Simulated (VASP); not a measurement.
# Pb (Fm-3m) in VASP: single point with PBEsol

Aim: the single point of Pb with PBEsol.

All numbers are computed with VASP 6.6.1; they aren't measurements. Logs are shortened: lines on timing, memory, paths and dates and some standing lists are left out, and cuts for length are marked.

### 1 The crystal as given

Symmetry: Fm-3m, No. 225, cubic system. The conventional cell has a = 4.935 Å, b = 4.935 Å, c = 4.935 Å, α = 90.00°, β = 90.00°, γ = 90.00°. Pb (site symmetry m-3m) has 12 Pb at 3.49 Å as nearest neighbours.

### 2 Single point, PBEsol, non-collinear spin, zero start, spin-orbit coupling

INCAR

```
SYSTEM = Pb
PREC = Accurate
ENCUT = 520
EDIFF = 1E-6
ISMEAR = 0
SIGMA = 0.1
LREAL = .False.
LASPH = .True.
NELM = 100
ALGO = Fast
ISIF = 2
LWAVE = .False.
LCHARG = .True.
LNONCOLLINEAR = .True.
MAGMOM = 0 0 0
LORBIT = 11
LSORBIT = .True.
GGA_COMPAT = .False.
GGA = PS
LVHAR = .True.
NBANDS = 25
```

KPOINTS

```
regular mesh
0
Gamma
  14 14 14
  0 0 0
```

POSCAR

```
Pb
1.0
    0.0000000000      2.4673600000      2.4673600000
    2.4673600000      0.0000000000      2.4673600000
    2.4673600000      2.4673600000      0.0000000000
Pb
1
Direct
    0.0000000000      0.0000000000      0.0000000000
```

Potentials or basis: VASP PAW PBE potentials, release 64 (Pb_d).

Launch:

```
$ cat potpaw_PBE.64/Pb_d/POTCAR > POTCAR
$ mpirun -np 1 vasp_ncl > vasp.out
```

OUTCAR:

```text
SYSTEM = Pb
   PREC = Accurate
   ENCUT = 520
   EDIFF = 1E-6
   ISMEAR = 0
   LREAL = .False.
   LASPH = .True.
   NELM = 100
   ISIF = 2
   LNONCOLLINEAR = .True.
   LORBIT = 11
   LSORBIT = .True.
   GGA = PS

 ion  position               nearest neighbor table
   1  0.000  0.000  0.000-

  LATTYP: Found a face centered cubic cell.
 ALAT       =     4.9347200000

  Lattice vectors:

 A1 = (   0.0000000000,   2.4673600000,   2.4673600000)
 A2 = (   2.4673600000,   0.0000000000,   2.4673600000)
 A3 = (   2.4673600000,   2.4673600000,   0.0000000000)

Analysis of symmetry for initial positions (statically):
=====================================================================
 Subroutine PRICEL returns:
 Original cell was already a primitive cell.

 Routine SETGRP: Setting up the symmetry group for a
 face centered cubic supercell.

 Subroutine GETGRP returns: Found 48 space group operations
 (whereof 48 operations were pure point group operations)
 out of a pool of 48 trial point group operations.

The static configuration has the point symmetry O_h .

Analysis of symmetry for dynamics (positions and initial velocities):
=====================================================================
 Subroutine PRICEL returns:
 Original cell was already a primitive cell.

 Routine SETGRP: Setting up the symmetry group for a
 face centered cubic supercell.

 Subroutine GETGRP returns: Found 48 space group operations
 (whereof 48 operations were pure point group operations)
 out of a pool of 48 trial point group operations.

The dynamic configuration has the point symmetry O_h .

Analysis of structural, dynamic, and magnetic symmetry:
=====================================================================
 Subroutine PRICEL returns:
 Original cell was already a primitive cell.

 Routine SETGRP: Setting up the symmetry group for a
 face centered cubic supercell.

 Subroutine GETGRP returns: Found 48 space group operations
 (whereof 48 operations were pure point group operations)
 out of a pool of 48 trial point group operations.

The overall configuration has the point symmetry O_h .

 Subroutine INISYM returns: Found 48 space group operations
 (whereof 48 operations are pure point group operations),
 and found     1 'primitive' translations

----------------------------------------------------------------------------------------

                                     Primitive cell

  volume of cell :      30.0419

  direct lattice vectors                    reciprocal lattice vectors
     0.000000000  2.467360000  2.467360000    -0.202645743  0.202645743  0.202645743
     2.467360000  0.000000000  2.467360000     0.202645743 -0.202645743  0.202645743
     2.467360000  2.467360000  0.000000000     0.202645743  0.202645743 -0.202645743

  length of vectors
     3.489373975  3.489373975  3.489373975     0.350992722  0.350992722  0.350992722

  position of ions in fractional coordinates (direct lattice)
     0.000000000  0.000000000  0.000000000

  ion indices of the primitive-cell ions
   primitive index   ion index
                 1           1

----------------------------------------------------------------------------------------

 KPOINTS: regular mesh

Automatic generation of k-mesh.
 Grid dimensions read from file:
 generate k-points for:   14   14   14

 Generating k-lattice:

  Cartesian coordinates                     Fractional coordinates (reciprocal lattice)
    -0.014474696  0.014474696  0.014474696     0.071428571  0.000000000  0.000000000
     0.014474696 -0.014474696  0.014474696     0.000000000  0.071428571  0.000000000
     0.014474696  0.014474696 -0.014474696     0.000000000  0.000000000  0.071428571

  Length of vectors
     0.025070909  0.025070909  0.025070909

  Shift w.r.t. Gamma in fractional coordinates (k-lattice)
     0.000000000  0.000000000  0.000000000

 Subroutine IBZKPT returns following result:
 ===========================================

 Found    104 irreducible k-points:

 Following reciprocal coordinates:
            Coordinates               Weight
  0.000000  0.000000  0.000000      1.000000
  0.071429  0.000000  0.000000      8.000000
  0.142857  0.000000  0.000000      8.000000
  0.214286  0.000000  0.000000      8.000000
  0.285714  0.000000  0.000000      8.000000
  0.357143  0.000000  0.000000      8.000000
[... 16 lines left out ...]
  0.214286  0.142857  0.000000     24.000000
  0.285714  0.142857  0.000000     24.000000
 [... further k-points ...]
   k-points           NKPTS =    104   k-points in BZ     NKDIM =    104   number of bands    NBANDS=     25
   number of dos      NEDOS =    301   number of ions     NIONS =      1
   total plane-waves  NPLWV =  21952
   dimension x,y,z NGX =    28 NGY =   28 NGZ =   28
   dimension x,y,z NGXF=    56 NGYF=   56 NGZF=   56
   ions per type =               1
   NGX,Y,Z   is equivalent  to a cutoff of  13.34, 13.34, 13.34 a.u.
   NGXF,Y,Z  is equivalent  to a cutoff of  26.68, 26.68, 26.68 a.u.
 SYSTEM =  Pb
   PREC   = accura    normal or accurate (medium, high low for compatibility)
   ISTART =      0    job   : 0-new  1-cont  2-samecut
   ICHARG =      2    charge: 1-file 2-atom 10-const
   ISPIN  =      1    spin polarized calculation?
   LNONCOLLINEAR =      T non collinear calculations
   LSORBIT =      T    spin-orbit coupling
   LASPH  =      T    aspherical Exc in radial PAW
   ENCUT  =  520.0 eV  38.22 Ry    6.18 a.u.   6.49  6.49  6.49*2*pi/ulx,y,z
   NELM   =    100;   NELMIN=  2; NELMDL= -5     # of ELM steps
   EDIFF  = 0.1E-05   stopping-criterion for ELM
[... 8 lines left out ...]
   TEBEG  =    0.0;   TEEND  =   0.0 temperature during run
   PSTRESS=    0.0 pullay stress
   NELECT =      14.0000    total number of electrons
   NUPDOWN=      -1.0000    fix difference up-down
   EMIN   =  10.00;   EMAX   =-10.00  energy-range for DOS
   EFERMI =   0.00;   METHOD = LEGACY
   ISMEAR =     0;   SIGMA  =   0.10  broadening in eV -4-tet -1-fermi 0-gaus
   EFERMI_NEDOS =   21; number of points for ismear=-14 and -15
   IALGO  =     68    algorithm
   IMIX   =      4    mixing-type and parameters
     AMIX     =   0.40;   BMIX     =  1.00
     AMIX_MAG =   1.60;   BMIX_MAG =  1.00
  volume/ion in A,a.u.               =      30.04       202.73
  Fermi-wavevector in a.u.,A,eV,Ry     =   1.269234  2.398504 21.918369  1.610955
  Thomas-Fermi vector in A             =   2.402286
   LORBIT       =     11    0 simple, 1 ext, 2 COOP (PROOUT), +10 PAW based schemes
   GGA     = PS    functional components
   LHFCALC =     F    Hartree Fock is set to
   AEXX    =    0.0000 exact exchange contribution
   IVDW    =     0    specifies the selected vdW correction
   LEPSILON=     F    determine dielectric tensor
   LRPA    =     F    only Hartree local field effects (RPA)
 RMM-DIIS sequential band-by-band and
 Gauss-broadening in eV      SIGMA  =   0.10
  energy-cutoff  :      520.00
  volume of cell :       30.04
 maximum number of plane-waves:      1738
 NGX is ok and might be reduce to    28
   NGX = 13   NGY = 13   NGZ = 13

 number of electron      13.9999999 magnetization       0.0000000      0.0000000     -0.0000000

 number of electron      13.9999999 magnetization      -0.0000000     -0.0000000      0.0000000

 number of electron      13.9999999 magnetization       0.0000000      0.0000000      0.0000000

 number of electron      13.9999999 magnetization      -0.0000000     -0.0000000     -0.0000000

 Free energy of the ion-electron system (eV)
  ---------------------------------------------------
  ext. energy  EPLUGINS =         0.00000000
  ---------------------------------------------------
  free energy    TOTEN  =        -4.54379632 eV

  energy without entropy =       -4.54223049  energy(sigma->0) =       -4.54301341

 E-fermi :   7.1087     XC(G=0): -10.3684

 val. band max:        7.0437548403   @ k =   0.3571   0.2857   0.0000
 cond. band min:       7.2141762467   @ k =  -0.2857   0.2857   0.0714
 fundamental gap:      0.1704214064
 Fermi energy:         7.1086991886

 k-point     1 :       0.0000    0.0000    0.0000
  band No.  band energies     occupation
      1     -11.1870      1.00000
      2     -11.1870      1.00000
      3     -11.1870      1.00000
      4     -11.1870      1.00000
      5      -8.7144      1.00000
      6      -8.7144      1.00000
[... 17 lines left out ...]
     24      19.6636      0.00000
     25      19.7020      0.00000

 k-point     2 :       0.0714    0.0000    0.0000
  band No.  band energies     occupation
      1     -11.1860      1.00000
      2     -11.1860      1.00000
      3     -11.1826      1.00000
      4     -11.1826      1.00000
      5      -8.7085      1.00000
      6      -8.7085      1.00000
[... 608 lines left out ...]
 k-point    24 :       0.2857    0.1429    0.0000
  band No.  band energies     occupation
      1     -11.1736      1.00000
      2     -11.1736      1.00000
      3     -11.1432      1.00000
      4     -11.1432      1.00000
      5      -8.6760      1.00000
      6      -8.6760      1.00000
[... 17 lines left out ...]
     24      20.9792      0.00000
     25      21.7229      0.00000

 [... further k-points ...]
[... 5 lines left out ...]
  --------------------------------------------------------------------------------------
  -------------------------------------------------------------------------------------
  Total       -0.0156780     -0.0156780     -0.0156780     -0.0000000     -0.0000000     -0.0000000
  in kB       -0.8361301     -0.8361301     -0.8361301     -0.0000000     -0.0000000     -0.0000000
  external PRESSURE =      -0.8361301 kB  Pullay stress =       0.0000000 kB

 VOLUME and BASIS-vectors are now :
 -----------------------------------------------------------------------------
  energy-cutoff  :      520.00
  volume of cell :       30.04
      direct lattice vectors                 reciprocal lattice vectors
     0.000000000  2.467360000  2.467360000    -0.202645743  0.202645743  0.202645743
     2.467360000  0.000000000  2.467360000     0.202645743 -0.202645743  0.202645743
     2.467360000  2.467360000  0.000000000     0.202645743  0.202645743 -0.202645743

 POSITION                                       TOTAL-FORCE (eV/Angst)
 -----------------------------------------------------------------------------------
      0.00000      0.00000      0.00000         0.000000      0.000000     -0.000000
 -----------------------------------------------------------------------------------
    total drift:                               -0.000000     -0.000000     -0.000000

  FREE ENERGIE OF THE ION-ELECTRON SYSTEM (eV)
  ---------------------------------------------------
  free  energy   TOTEN  =        -4.5437963194 eV

  energy  without entropy=       -4.5422304932  energy(sigma->0) =       -4.54301341

 Spin-Orbit-Coupling matrix elements

 Ion:    1  E_soc:     -1.1381190
 l=   1
     0.0000000    -0.1219767    -0.1219767
    -0.1219767     0.0000000    -0.1219767
    -0.1219767    -0.1219767     0.0000000
 l=   2
     0.0000000    -0.0136315     0.0000000    -0.0136315    -0.0540783
    -0.0136315     0.0000000    -0.0405588    -0.0136315    -0.0135196
     0.0000000    -0.0405588     0.0000000    -0.0405588     0.0000000
    -0.0136315    -0.0136315    -0.0405588     0.0000000    -0.0135196
    -0.0540783    -0.0135196     0.0000000    -0.0135196     0.0000000
 l=   3
     0.0000000     0.0000000     0.0000000     0.0000000     0.0000000     0.0000000     0.0000000
     0.0000000     0.0000000     0.0000000     0.0000000     0.0000000     0.0000000     0.0000000
     0.0000000     0.0000000     0.0000000     0.0000000     0.0000000     0.0000000     0.0000000
     0.0000000     0.0000000     0.0000000     0.0000000     0.0000000     0.0000000     0.0000000
     0.0000000     0.0000000     0.0000000     0.0000000     0.0000000     0.0000000     0.0000000
     0.0000000     0.0000000     0.0000000     0.0000000     0.0000000     0.0000000     0.0000000
     0.0000000     0.0000000     0.0000000     0.0000000     0.0000000     0.0000000     0.0000000

 total charge

# of ion       s       p       d       tot
------------------------------------------
    1        1.389   0.761   9.809  11.959

 magnetization (x)

# of ion       s       p       d       tot
------------------------------------------
    1       -0.000   0.000   0.000  -0.000

 magnetization (y)

# of ion       s       p       d       tot
------------------------------------------
    1       -0.000   0.000   0.000  -0.000

 magnetization (z)

# of ion       s       p       d       tot
------------------------------------------
    1        0.000   0.000   0.000   0.000
```

Wall time 2.2 min (1 thread of Intel Xeon 6975P-C (Granite Rapids), shared host); peak memory 0.3 GiB.

Results:

```
Free energy                                           : -4.5438 eV
Pressure                                              : -0.1 GPa
Net moment                                            : 0.00 μB per cell
Valence electrons inside the program's atomic spheres : Pb 11.96
```

Moments on the atoms (μB; x, y, z):
```
Pb  0.00 0.00 0.00
```

Caveat: the PAW data sets were made with another functional, which shifts forces and pressure a little.
